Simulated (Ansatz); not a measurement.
Runs of Ansatz 0.2.0 on ZrSe2. The structure is trigonal, space group P-3m1 (No. 164). Conventional cell: a = 3.798 Å, b = 3.798 Å, c = 6.192 Å, α = 90.00°, β = 90.00°, γ = 120.00°. Around Zr (site symmetry -3m) lie 6 Se at 2.68 Å. Around Se (site symmetry 3m) lie 3 Zr at 2.68 Å. 

```tsv
task	level	cell	cutoff (eV)	smearing	points for each segment of the path	gap on the mesh (eV)	pressure (GPa)	largest force (eV/Å)
band structure	BLYP	as given	420	fermi-dirac 0.05 eV	14	0.46	5.6	0.46
relaxation of cell and atoms	revPBE	relaxed	420	fermi-dirac 0.05 eV	-	0.58	0.0	-
band structure	r2SCAN+rVV10	as given	500	gaussian 0.1 eV	14	(b)	(a)	0.18
band structure	revPBE	as given	420	fermi-dirac 0.05 eV	14	0.44	3.4	0.33
```

Alike in all rows: potentials or basis Ansatz PAW; no spin polarisation; k mesh 8 × 8 × 5.

**Question.** Estimate the missing entries.

**Answer.** (a) 0.5; (b) 0.70.

Caveats: the PAW data sets come from PBE, with cores solved anew for the run's functional, which leaves a small shift of forces and pressure; this functional lacks dispersion, which binds the layers, so the pressure and a relaxed spacing across them are unreliable (some runs); odd divisions of the mesh miss points on the zone boundary, where band edges often lie, so the gap on the mesh can be too wide (some runs); the plane-wave basis is chosen anew once the cell has moved, so the energies of steps on either side of that aren't comparable (some runs); this functional lacks dispersion, which binds the layers, so the pressure and a relaxed spacing across them are unreliable, and here the layers came unbound (some runs).

A k mesh can miss the band edges, and the runs leave out spin-orbit coupling on Se, Zr.

Runs at the PBE level aren't shown here.
